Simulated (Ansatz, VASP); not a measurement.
**SiC (Moissanite) in VASP and in Ansatz**

```
CELL_PARAMETERS angstrom
3.01321 0.00000 0.00000
-1.50660 2.60951 0.00000
0.00000 0.00000 4.94495
ATOMIC_POSITIONS crystal
Si 0.66667 0.33333 0.50000
Si 0.33333 0.66667 0.00000
C 0.66667 0.33333 0.88500
C 0.33333 0.66667 0.38500
```

Change from the starting cell: volume scaled by 0.94.

Alike in both runs: task single point; functional LDA; k mesh 10 × 10 × 5; occupations fermi-dirac, width 0.05 eV; no spin polarisation.

```csv
,VASP,Ansatz
version,VASP 6.6.1,Ansatz 0.2.0
potentials or method,"VASP PAW LDA potentials, release 64 (Si, C), cutoff 520 eV","all-electron LAPW, scalar-relativistic"
```

Ansatz gave:

```
gap on the k mesh at the Fermi level (eV)       : 2.27
least direct gap on the mesh (eV)               : 4.11
pressure (GPa)                                  : 11.0
largest component of the traceless stress (GPa) : 4.64
rms of the force components (eV/Å)              : 0.482
```

Task: Estimate VASP's values.

Result: gap on the k mesh at the Fermi level (eV): 2.26; least direct gap on the mesh (eV): 4.11; pressure (GPa): 11.4; largest component of the traceless stress (GPa): 4.67; rms of the force components (eV/Å): 0.483.

Atom by atom the forces differ by 0.000 eV/Å (rms over components). Ansatz ran all-electron here, so the differences hold the error of VASP's frozen core and of both bases.

Caveats: an odd mesh through Γ misses points on the zone boundary, where band edges often lie.
